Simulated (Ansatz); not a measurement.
**Si2W under changes of volume**

One of the cells (13.479 Å³/atom); the others are scaled copies at fixed shape and fractional positions:

```
W Si
1.0
    -1.60690    1.60690    3.91495
     1.60690   -1.60690    3.91495
     1.60690    1.60690   -3.91495
W Si
1 2
Cartesian
  0.0000 0.0000 0.0000
  0.0000 0.0000 5.2092
  0.0000 0.0000 2.6207
```

* Program: Ansatz 0.2.0
* Functional: PBEsol
* Potentials or basis: all-electron LAPW, scalar-relativistic
* Cutoff: 218 eV (chosen from the basis error)
* Basis error allowed: 0.002 eV/atom
* k mesh: 12 × 12 × 12
* Occupations: fermi-dirac, width 0.05 eV
* Spin: no spin polarisation

```csv
volume (Å³/atom),energy over the lowest point (meV/atom),pressure (GPa),largest force (eV/Å)
12.670,28.05,14.0,0.193
12.939,9.59,8.1,0.131
13.209,0.56,2.8,0.074
13.479,0.00,-2.0,0.019
13.748,7.05,-6.3,0.031
14.018,20.93,-10.1,0.079
14.287,?,?,?
```

**Question.** What does the run at 14.287 Å³/atom give?

**Answer.** Energy over the lowest point 40.92 meV/atom; pressure -13.5 GPa; largest force 0.124 eV/Å.

Worked out: A Birch-Murnaghan fit of order 3 (a polynomial in V^(-2/3)) to the other rows has its minimum at 13.36 Å³/atom with B0 = V·E''(V) = 234 GPa and B' = 4.4 at fixed shape and positions, which overstates the stiffness. It gives 40.85 meV/atom at 14.287 Å³/atom, against the run's 40.92, and -dE/dV = -13.5 GPa, against -13.5.

Energies are extrapolated to zero smearing.
